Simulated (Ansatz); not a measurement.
A (101) slab of WC (P-6m2 (No. 187)), 12 planes, outer planes C (top) and W (bottom), with 12 atoms (W6C6) in a surface cell of A = 10.959 Å², as cut from the bulk:

```
CELL_PARAMETERS angstrom
2.89841 0.00000 0.00000
-1.44921 3.78100 0.00000
0.00000 0.00000 24.69871
ATOMIC_POSITIONS crystal
W 0.72036 0.44073 0.30366
C 0.00709 0.01418 0.31633
W 0.44073 0.88145 0.37966
C 0.72745 0.45490 0.39233
W 0.16109 0.32218 0.45567
C 0.44781 0.89563 0.46833
W 0.88145 0.76290 0.53167
C 0.16818 0.33635 0.54433
W 0.60181 0.20363 0.60767
C 0.88854 0.77708 0.62034
W 0.32218 0.64435 0.68367
C 0.60890 0.21780 0.69634
```

The calculation used DFT PBEsol, scalar-relativistic, plane waves, PAW (Ansatz 0.2.0). Settings: cutoff 420 eV, Γ-centred mesh 13×9×1 on the computed 12-atom cell, Gaussian smearing of 0.10 eV; no spin polarisation. A dipole correction removes the field between periodic images along c.

Against the same 12 atoms in the bulk, the slab as cut lies 5.995 eV higher and the relaxed slab 5.767 eV higher.

Q: Work out the surface energy before and after relaxation.

A: The slab has two faces, so γ = (E_slab − N·E_bulk)/(2A), the mean of both. As cut: 5.995/(2 × 10.959) = 0.2735 eV/Å², and 1 eV/Å² = 16.02 J/m², so γ = 4.38 J/m². Relaxed: 5.767/(2 × 10.959) = 0.2631 eV/Å² = 4.22 J/m². Relaxation recovers 4 % of the cost of cutting.

Q: What is the ideal work of this cut, per area?

A: Griffith's ideal work is 2γ: 8.76 J/m² if the new faces stay rigid, 8.43 J/m² if they relax. Other cuts parallel to this plane can cost less. One thickness was run, 12 planes, so γ can still shift with it.